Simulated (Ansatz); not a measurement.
Two G0W0 runs on WS2 (layers cut from the bulk crystal).

The cell holds 3 atoms: 2 S and 1 W. Its edges and angles: a = 3.160 Å, b = 3.160 Å, c = 29.500 Å, α = 90.0°, β = 90.0°, γ = 120.0°. It derives from WS2. Vacuum lies along c.

```xyz
3
Lattice="3.1597 0.0000 0.0000 -1.5798 2.7364 0.0000 0.0000 0.0000 29.5000" Properties=species:S:1:pos:R:3
S     1.5798    0.9121   13.1739
W     0.0000    1.8242   14.7500
S     1.5798    0.9121   16.3261
```

The structure was relaxed with PBE-D3(BJ). The runs that relaxed it are not among those shown. Spin-orbit coupling is left out unless a run names it.

The first (Ansatz 0.2.0; start PBE, 9×9×1 mesh, 339 empty bands, screening to 70 eV, PAW set soft_1 files; 1 × NVIDIA H100 80GB HBM3 (shared by 6 runs) with 2 threads of AMD EPYC 7R13 (Zen 3), shared host) gave, on its mesh: starting gap 1.92 eV, G0W0 gap 2.75 eV, mean of 1 + 4πα/V (set by the cell height) 2.80, 49 s.

The second changes empty bands from 339 to 135 and screening cutoff (eV) from 70.0 to 38. What does it give?

It gave: starting gap 1.92 eV, G0W0 gap 2.77 eV, mean of 1 + 4πα/V (set by the cell height) 2.81, 20 s. The G0W0 gap moves by +0.03 eV, +0.00 eV from the start and +0.03 eV from the correction. Σc changes by +0.33 eV at the valence top and +0.36 eV at the conduction bottom, and Σx − Vxc between them by +0.00 eV.

Limits: not at the basis limit; coarse mesh for a sheet; no spin-orbit coupling.

[Paths, hosts, dates, memory and timing lines, banners, echoed tables and standing remarks are left out of the program output.]

[Logs are printed without paths, hosts, clocks, repeated set-up lines and the standing remarks that a program may print on its own settings, such as how far it seeks lower states.]

[Runs of the session that timed out or met a known fault of the program may be left out.]

[Cells called generated may have been cut or substituted from an entry of the Crystallography Open Database or the Materials Project.]

[Hosts, paths, dates, database ids (printed as entryN), source tags and the programs' standing remarks are cut or masked in the printed files.]
